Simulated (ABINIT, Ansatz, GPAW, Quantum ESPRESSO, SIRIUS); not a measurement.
Zn: 5 runs at one level of theory

```
Zn
1.0
    -1.56904    1.56904    1.56904
     1.56904   -1.56904    1.56904
     1.56904    1.56904   -1.56904
Zn
1
Direct
  0.00000 0.00000 0.00000
```

This isn't the form of Zn at room conditions, which is hcp.

Alike in all runs: task single point; functional PBEsol; k mesh 12 × 12 × 12; occupations fermi-dirac, width 0.05 eV; no spin polarisation; no spin-orbit coupling. Pressure is positive in compression and, in plane waves, holds the error of the finite cutoff.

```csv
program and potentials,plane-wave cutoff (eV),notes,band gap (eV),pressure (GPa)
"Quantum ESPRESSO, GBRV 1.5 PBEsol",762,20 valence electrons an atom on average,?,?
"SIRIUS, PseudoDojo 0.4.1 PBEsol standard (scalar relativistic)",1152,20 valence electrons an atom on average,no gap,-5.29
"ABINIT, PseudoDojo NC SR PBEsol v0.4.1 standard",1143,20 valence electrons an atom on average,no gap,-5.29
"Ansatz, all-electron LAPW, scalar-relativistic",-,-,no gap,-5.17
"GPAW, PAW data sets generated for this functional",600,12 valence electrons an atom on average,no gap,-5.42
```

**Question.** Estimate from the other rows what the run with Quantum ESPRESSO, GBRV 1.5 PBEsol gave.

**Answer.** No band gap; pressure -5.23 GPa. The other rows, which needn't bracket it: pressure -5.42 to -5.17.
